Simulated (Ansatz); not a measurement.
Take a crystal in which Rb has been replaced by K on all its sites, with the cell rescaled by a rough guess (in some cases also distorted within its space group) and nothing relaxed:

```xyz
2
Lattice="0.0000 3.4254 3.4254 3.4254 0.0000 3.4254 3.4254 3.4254 0.0000" Properties=species:S:1:pos:R:3 pbc="T T T"
K     0.0000    0.0000    0.0000
Br    3.4254    3.4254    3.4254
```

Method: DFT PBEsol, scalar-relativistic, plane waves, PAW in Ansatz.

Plane waves to 420 eV, a k mesh through Γ of 6×6×6 on the computed 2-atom cell and Gaussian smearing (0.02 eV); no spin polarisation.

Task: What pressure does the cell carry?

Result: The pressure is -1.5 GPa (positive in compression), so the cell would contract.

Task: Is it a metal on this mesh?

Result: No: the gap is 4.03 eV, the least direct gap 4.03 eV.

Task: What is its energy against the elements in their standard states?

Result: -1.715 eV/atom at this unrelaxed geometry, with the elements in the same functional.